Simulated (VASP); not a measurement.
# Sb (P6_3/mmc) in VASP: a series of runs, part 2 of 2

VASP 6.6.1. The steps go on from the part before.

## (6) Relaxation of cell and atoms, r2SCAN50

Contents of POSCAR:

```
Sb
1.0
    3.3545324186      0.0000000000      0.0000000000
   -1.6772662093      2.9051102923      0.0000000000
    0.0000000000      0.0000000000      5.4701606500
Sb
2
Direct
    0.6666666667      0.3333333333      0.7500000000
    0.3333333333      0.6666666667      0.2500000000
```

Contents of INCAR.step1:

```
SYSTEM = Sb
PREC = Accurate ; ENCUT = 600
EDIFF = 1E-5 ; ISMEAR = 0
SIGMA = 0.05 ; LREAL = .False.
LASPH = .True. ; NELM = 80
ALGO = Normal ; LWAVE = .True.
LCHARG = .False. ; GGA = PE
```

Contents of INCAR.step2:

```
SYSTEM = Sb
PREC = Accurate ; ENCUT = 600
EDIFF = 1E-7 ; ISMEAR = 0
SIGMA = 0.05 ; LREAL = .False.
LASPH = .True. ; NELM = 80
ALGO = Normal ; ISIF = 3
LWAVE = .False. ; LCHARG = .False.
METAGGA = R2SCAN ; LHFCALC = .True.
AEXX = 0.5 ; LMIXTAU = .True.
PRECFOCK = Fast ; IBRION = 2
NSW = 60 ; EDIFFG = -0.01
ISTART = 1
```

Contents of KPOINTS:

```
regular mesh
0
Gamma
  5 5 3
  0 0 0
```

Potentials or basis: VASP PAW PBE potentials, release 64 (Sb).

Command:

```sh
$ cat potpaw_PBE.64/Sb/POTCAR > POTCAR
$ cp INCAR.step1 INCAR
$ mpirun -np 1 vasp_std > vasp.out
$ cp INCAR.step2 INCAR
$ mpirun -np 1 vasp_std > vasp.out
```

OUTCAR:

```text
SYSTEM = Sb
   PREC = Accurate
   ENCUT = 600
   EDIFF = 1E-7
   ISMEAR = 0
   LREAL = .False.
   LASPH = .True.
   NELM = 80
   ISIF = 3
   METAGGA = R2SCAN
   LHFCALC = .True.
   AEXX = 0.5
   PRECFOCK = Fast
   IBRION = 2
   NSW = 60
   EDIFFG = -0.01
   ISTART = 1

 ion  position               nearest neighbor table
   1  0.667  0.333  0.750-   2 3.35   2 3.35   2 3.35   2 3.35   2 3.35   2 3.35
   2  0.333  0.667  0.250-   1 3.35   1 3.35   1 3.35   1 3.35   1 3.35   1 3.35

  LATTYP: Found a hexagonal cell.
 ALAT       =     3.3545324186
 C/A-ratio  =     1.6306775334

  Lattice vectors:

 A1 = (   3.3545324186,   0.0000000000,   0.0000000000)
 A2 = (  -1.6772662093,   2.9051102923,   0.0000000000)
 A3 = (   0.0000000000,   0.0000000000,   5.4701606500)

Analysis of symmetry for initial positions (statically):
=====================================================================
 Subroutine PRICEL returns:
 Original cell was already a primitive cell.

 Routine SETGRP: Setting up the symmetry group for a
 hexagonal supercell.

 Subroutine GETGRP returns: Found 24 space group operations
 (whereof 12 operations were pure point group operations)
 out of a pool of 24 trial point group operations.

The static configuration has the point symmetry D_3d.
[... 166 lines left out ...]
  -------------------------------------------------------------------------------------
  Total       -3.3604860     -3.3604860     -1.3301792      0.0000000      0.0000000      0.0000000
  in kB     -100.9992096   -100.9992096    -39.9784591      0.0000000      0.0000000      0.0000000
  external PRESSURE =     -80.6589594 kB  Pullay stress =       0.0000000 kB
[... 23 lines left out ...]
--------------------------------------- Ionic step        2  -------------------------------------------

 number of electron      10.0000000 magnetization

 E-fermi :  10.5918     XC(G=0):  -6.7099

 val. band max:       10.3399382746   @ k =   0.2000  -0.0000   0.0000
 cond. band min:      12.2817119070   @ k =   0.2000  -0.0000   0.3333
 fundamental gap:      1.9417736323
 Fermi energy:        10.5917935504

 k-point     1 :       0.0000    0.0000    0.0000
  band No.  band energies     occupation
      1      -7.9759      2.00000
      2      -2.3973      2.00000
      3       0.6762      2.00000
      4      18.6789      0.00000
      5      18.6789      0.00000
      6      19.5809      0.00000
      7      20.8840      0.00000
      8      20.8840      0.00000
      9      23.1719      0.00000
[... 249 lines left out ...]
--------------------------------------- Ionic step        6  -------------------------------------------

 number of electron      10.0000000 magnetization

 Free energy of the ion-electron system (eV)
  ---------------------------------------------------
  ext. energy  EPLUGINS =         0.00000000
  ---------------------------------------------------
  free energy    TOTEN  =       -36.47482229 eV

  energy without entropy =      -36.47482229  energy(sigma->0) =      -36.47482229

 E-fermi :   9.2019     XC(G=0):  -6.4853

 val. band max:        8.9082702379   @ k =   0.4000   0.2000   0.0000
 cond. band min:      10.6938989888   @ k =   0.2000  -0.0000   0.3333
 fundamental gap:      1.7856287509
 Fermi energy:         9.2018656217

 k-point     1 :       0.0000    0.0000    0.0000
  band No.  band energies     occupation
      1      -8.3428      2.00000
      2      -3.0794      2.00000
      3       0.1964      2.00000
      4      16.3519      0.00000
      5      16.3519      0.00000
      6      18.0318      0.00000
      7      18.5123      0.00000
      8      18.5123      0.00000
      9      21.0050      0.00000
[... 135 lines left out ...]
  FREE ENERGIE OF THE ION-ELECTRON SYSTEM (eV)
  ---------------------------------------------------
  free  energy   TOTEN  =       -36.4748222942 eV

  energy  without entropy=      -36.4748222942  energy(sigma->0) =      -36.47482229

 reached required accuracy - stopping structural energy minimisation
```

OUTCAR.step1:

```text
SYSTEM = Sb
   PREC = Accurate
   ENCUT = 600
   EDIFF = 1E-5
   ISMEAR = 0
   LREAL = .False.
   LASPH = .True.
[... 328 lines left out ...]
      1.67727      0.96837      4.10262        -0.000000     -0.000000      0.000000
     -0.00000      1.93674      1.36754         0.000000      0.000000      0.000000
 -----------------------------------------------------------------------------------
    total drift:                                0.000000     -0.000000      0.000000

  FREE ENERGIE OF THE ION-ELECTRON SYSTEM (eV)
  ---------------------------------------------------
  free  energy   TOTEN  =        -7.7485646871 eV

  energy  without entropy=       -7.7464242362  energy(sigma->0) =       -7.74749446
```

Run time: 8.9 min. Hardware: 1 thread of Intel Xeon 6975P-C (Granite Rapids), shared host; peak memory 0.2 GiB.

What came out:

| Item | Value |
| --- | --- |
| Free energy | -36.4748 eV |
| Relaxed volume | 23.78 Å³/atom |
| Relaxed cell | a = 3.197 Å, b = 3.197 Å, c = 5.372 Å, α = 90.00°, β = 90.00°, γ = 120.00° |
| Space group after relaxing (to 0.05 Å) | P6_3/mmc (No. 194) |
| Energy gained by relaxing | 92.3 meV/atom |
| Ionic steps | 6 |
| Pressure after relaxing | 0.0 GPa |
| Band gap on the k mesh | none (metal or under the smearing width) |

Step by step:
```
step  energy change (eV)  largest force (eV/Å)  pressure (GPa)  volume (Å³)
   1              0.0000                0.0000           -8.07        53.31
   2             -0.0498                0.0000           10.24        43.57
   3             -0.1844                0.0000           -0.11        47.63
   4             -0.1845                0.0000            0.09        47.52
   5             -0.1845                0.0000           -0.06        47.61
   6             -0.1845                0.0000            0.01        47.57
```

Final structure:
```cif
data_structure
_symmetry_space_group_name_H-M 'P 1'
_symmetry_Int_Tables_number 1
_cell_length_a 3.1974
_cell_length_b 3.1974
_cell_length_c 5.3724
_cell_angle_alpha 90.000
_cell_angle_beta 90.000
_cell_angle_gamma 120.000
_cell_volume 47.57
loop_
_atom_site_label
_atom_site_type_symbol
_atom_site_fract_x
_atom_site_fract_y
_atom_site_fract_z
_atom_site_occupancy
Sb1 Sb 0.66667 0.33333 0.75000 1
Sb2 Sb 0.33333 0.66667 0.25000 1
```

Levels at points of the mesh, in eV from the Fermi level:
```tsv
k point	band 1	band 2	band 3	band 4	band 5	band 6	band 7	band 8	band 9
(0.00, 0.00, 0.00)	-17.54	-12.28	-9.01	7.15	7.15	8.83	9.31	9.31	11.80
```

Caveat: the k mesh is coarse (spacing up to 0.43 Å⁻¹), so the values aren't converged, least of all with exact exchange; the PAW data sets were made with another functional, which shifts forces and pressure a little. Spin-orbit coupling is left out, which matters for the levels of Sb.

## (7) Overview

| task | level | cell | k mesh | cutoff (eV) | smearing | grid for exact exchange (PRECFOCK) | exchange at q = 0 | mesh quality | gap on the mesh (eV) | pressure (GPa) | relaxed volume (Å³/atom) |
| --- | --- | --- | --- | --- | --- | --- | --- | --- | --- | --- | --- |
| electron localisation function | PBE | as given | 9 × 9 × 5 | 520 | gaussian 0.02 eV | - | - | not flagged | none | 1.3 | - |
| relaxation of cell and atoms | r2SCAN | relaxed | 9 × 9 × 5 | 600 | gaussian 0.05 eV | - | - | not flagged | none | -0.1 | 26.89 |
| relaxation of cell and atoms | LAK | relaxed | 9 × 9 × 5 | 600 | gaussian 0.05 eV | - | - | not flagged | none | 0.0 | 28.93 |
| relaxation of cell and atoms | r2SCAN+D3(BJ) | relaxed | 9 × 9 × 5 | 600 | gaussian 0.05 eV | - | - | not flagged | none | 0.0 | 26.21 |
| relaxation of cell and atoms | r2SCAN50 | relaxed | 5 × 5 × 3 | 600 | gaussian 0.05 eV | Fast | default | coarse | none | 0.0 | 23.78 |

Alike in all rows: potentials or basis VASP PAW PBE potentials, release 64 (Sb); no spin polarisation.

Caveats: some runs use coarse meshes; the PAW data sets were made with another functional, which shifts forces and pressure a little (some runs); pairwise dispersion overbinds metals, which lowers pressure and volume (some runs).

Absolute energies hang on the potentials; compare differences alone.
